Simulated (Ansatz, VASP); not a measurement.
**One calculation of BN, two programs**

```
CELL_PARAMETERS angstrom
2.50435 0.00000 0.00000
-1.25217 2.16883 0.00000
0.00000 0.00000 7.01910
ATOMIC_POSITIONS crystal
B 0.33333 0.66667 0.25000
B 0.66667 0.33333 0.75000
N 0.33333 0.66667 0.75000
N 0.66667 0.33333 0.25000
```

Alike in both runs: task single point; functional PBEsol; k mesh 12 × 12 × 4; occupations gaussian, width 0.05 eV; no spin polarisation.

|  | VASP | Ansatz |
| --- | --- | --- |
| version | VASP 6.6.1 | Ansatz 0.2.0 |
| potentials or method | VASP PAW PBE potentials, release 64 (B, N) | scalar-relativistic, plane waves, PAW |
| plane-wave cutoff (eV) | 520 | 420 |
| valence electrons in the cell | 16 | 16 |

```csv
,VASP,Ansatz,Ansatz less VASP
gap on the k mesh at the Fermi level (eV),4.26,4.27,+0.010
least direct gap on the mesh (eV),4.60,4.60,+0.007
pressure (GPa),0.3,0.0,-0.30
largest component of the traceless stress (GPa),0.39,0.02,-0.370
```

Caveats: the PAW data sets were made with another functional, which shifts forces and pressure a little (VASP); this functional lacks dispersion, which binds the layers, so the pressure and a relaxed spacing across them are unreliable. PBEsol gaps usually lie below the measured ones, often by a third to a half. A k mesh can miss the band edges.
